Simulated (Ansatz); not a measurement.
TiNi:

```
CELL_PARAMETERS angstrom
2.73580 0.00000 0.00000
0.00000 2.73580 0.00000
0.00000 0.00000 3.58141
ATOMIC_POSITIONS crystal
Ni 0.00000 0.00000 0.00000
Ti 0.50000 0.50000 0.50000
```

The cell comes from a database or a generator and needn't be the stable form of this composition.

Base run:

```yaml
Program: Ansatz 0.2.0
Functional: PBEsol
Potentials_or_basis: Ansatz PAW
Cutoff: "420 eV (not typed: the program's choice for these potentials)"
k_mesh: 8 × 8 × 6
Occupations: fermi-dirac, width 0.05 eV
Spin: collinear spin, ferromagnetic start
Starting_moments: "[0.75, 0.75] μB"
Fixed_moment: 1.5 μB
```

Its results: pressure -3.4 GPa; site moments Ni +0.44; Ti +0.79 μB.

Task: After a change of settings the same cell gave: pressure 16.3 GPa; site moments Ni +1.42; Ti +1.70 μB. Which change was it?
A. fixed moment from 1.5 μB to 2.5 μB; moments at the start from [0.75, 0.75] to [1.25, 1.25]
B. fixed moment from 1.5 μB to 1 μB; moments at the start from [0.75, 0.75] to [0.5, 0.5]
C. fixed moment from 1.5 μB to 4 μB; moments at the start from [0.75, 0.75] to [2.0, 2.0]
D. fixed moment from 1.5 μB to 3 μB; moments at the start from [0.75, 0.75] to [1.5, 1.5]

Result: C.

Caveats: the total moment is fixed, so each spin has its own Fermi level; the PAW data sets come from PBE, with cores solved anew for the run's functional, which leaves a small shift of forces and pressure; the thresholds are loose for stress.
